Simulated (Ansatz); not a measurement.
The system is CoO.

```
Co O
1.0
     0.00000    2.13150    2.13150
     2.13150    0.00000    2.13150
     2.13150    2.13150    0.00000
Co O
1 1
Direct
  0.00000 0.00000 0.00000
  0.50000 0.50000 0.50000
```

```yaml
Program: Ansatz 0.2.0
Task: relaxation of cell and atoms
Functional: PBEsol
Dispersion: D3(BJ)
Potentials_or_basis: Ansatz PAW
Cutoff: "420 eV (not typed: the program's choice for these potentials)"
k_mesh: 11 × 11 × 11
Occupations: fermi-dirac, width 0.05 eV
Spin: collinear spin, ferromagnetic start
Starting_moments: "[2.0, 0.0] μB"
```

At the start: volume 9.68 Å³/atom.

Task: Where does the relaxation end?

Result: It ends after 10 steps and the volume is 9.61 Å³/atom (-0.8 %); space group Fm-3m (No. 225, to 0.05 Å); moment 2.94 μB per cell.

The path:
| step | energy change (eV) | largest force (eV/Å) | volume (Å³) |
| --- | --- | --- | --- |
| 1 | 0.0000 | 0.0000 | 19.37 |
| 2 | -0.0066 | 0.0000 | 19.17 |
| 3 | -0.0105 | 0.0000 | 19.24 |
| 4 | -0.0107 | 0.0000 | 19.23 |
| 5 | -0.0109 | 0.0000 | 19.22 |
| 6 | -0.0108 | 0.0000 | 19.22 |
| 7 | -0.0108 | 0.0000 | 19.22 |
| 8 | -0.0102 | 0.0000 | 19.22 |
| 9 | -0.0102 | 0.0000 | 19.22 |
| 10 | -0.0102 | 0.0000 | 19.22 |

Final structure:
```
Co O
1.0
     0.00000    2.12599    2.12599
     2.12599    0.00000    2.12599
     2.12599    2.12599    0.00000
Co O
1 1
Direct
  0.00000 0.00000 0.00000
  0.50000 0.50000 0.50000
```

Caveat: the plane-wave basis is chosen anew once the cell has moved, so the energies of steps on either side of that aren't comparable; the pressure holds a Pulay correction of +0.8 GPa for the finite cutoff; a cell with one magnetic atom can't hold antiferromagnetic order, which such compounds often take; pairwise dispersion overbinds metals, which lowers pressure and volume; the PAW data sets come from PBE, with cores solved anew for the run's functional, which leaves a small shift of forces and pressure.
